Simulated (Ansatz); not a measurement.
## GaN (P6_3mc), a film clamped to a substrate

These are results of DFT PBEsol, scalar-relativistic, plane waves, PAW in Ansatz 0.2.0, not measurements. Settings: plane waves to 420 eV, k-mesh 12×12×6 (Γ-centred), Gaussian smearing 0.05 eV. No spin polarisation. Energies are free energies at this smearing, counted from the undisturbed cell; pressure is positive in compression.

The starting cell (relaxed at this level):

```xyz
4
Lattice="3.1826 0.0000 0.0000 -1.5913 2.7562 0.0000 0.0000 0.0000 5.1854" Properties=species:S:1:pos:R:3 pbc="T T T"
Ga    0.0000    1.8375    5.1812
Ga    1.5913    0.9187    2.5885
N     0.0000    1.8375    1.9487
N     1.5913    0.9187    4.5414
```

The cell (4 atoms, V0 = 45.49 Å³) is strained by p along both x and y and by q along z, fractional coordinates fixed. τp = (1/V0) ∂E/∂p = (σxx + σyy)(1 + p)(1 + q) and τq = (1/V0) ∂E/∂q = σzz(1 + p)², with tension positive.

```
     p q  ΔE (meV/atom)  τp (GPa)  τq (GPa)
 0.000   0.000           0.00      0.00      0.00
-0.015   0.000           8.47    -16.29     -1.92
 0.015   0.000           7.69     14.13      1.77
 0.000  -0.015           3.67     -1.91     -7.08
 0.000   0.015           3.36      1.78      6.18
```

**Question.** Get the second derivatives of the energy density.

**Answer.** Central differences give A = ∂τp/∂p = 1014 GPa (C11 + C22 + 2 C12), C = ∂τq/∂q = 442 GPa (C33) and the cross term B = ∂τq/∂p = 123 GPa (C13 + C23); ∂τp/∂q = 123 GPa must equal B, and any difference shows higher-order terms. The ions are clamped.

**Question.** A film of this crystal grows with z along the normal on a substrate that imposes p. How does its thickness respond, and what does the misfit cost?

**Answer.** Count p and q from the stress-free cell. A free surface needs τq = 0, so q = −(B/C) p = -0.28 p. The energy density left is (A − B²/C) p²/2 = M p², with the biaxial modulus M = 490 GPa; a misfit of 1 % costs 3.48 meV/atom, against 3.60 meV/atom if the thickness were held.

At p = 0.030 the energies along q are 37.0 (q = -0.030), 29.3 (q = -0.015), 29.4 (q = 0.000), 36.2 (q = 0.015), 49.0 (q = 0.030) meV/atom.

**Question.** Does the linear rule hold at this misfit?

**Answer.** A parabola through the lowest point and its neighbours has its minimum at q = -0.008, 28.4 meV/atom. With the stress left in the starting cell, τp0 and τq0, linear elasticity gives q = −(τq0 + Bp)/C = -0.008 and E = V0(τp0 p + τq0 q + Ap²/2 + Bpq + Cq²/2)/N = 31.3 meV/atom. The two agree within a tenth in energy.

Forces appear on the atoms along this scan, and letting them relax would lower the energy and soften the response.

Cost: 25 runs of about 4.6 core-minutes in all, on Intel Xeon Processor @ 2.70GHz (shared hosts).

Biaxial strain dominates the elastic cost, and freeing the thickness lowers the energy of a 1 % misfit only from 3.60 to 3.48 meV/atom, because the coupling between basal plane and c axis is weak beside the direct stiffnesses. That coupling is too weak for GaN: the thickness response of -0.28 p is well below the known one. The likely cause is the frozen internal parameter of wurtzite. In-plane tension stretches the inclined Ga–N bonds, and a real crystal can flatten its bilayers by bending bond angles, which costs less than stretching bonds. With fixed fractional coordinates, any contraction along c must also shorten the axial bond, so relaxation should increase the thinning even as it lowers the energy.

The stresses are larger in compression than in equal tension, as expected when short-range repulsion steepens the bonding potential. This explains why linear elasticity overestimates the energy at the larger tensile misfit while still placing the thickness minimum correctly. For compressive misfit the energy error would probably have the opposite sign.
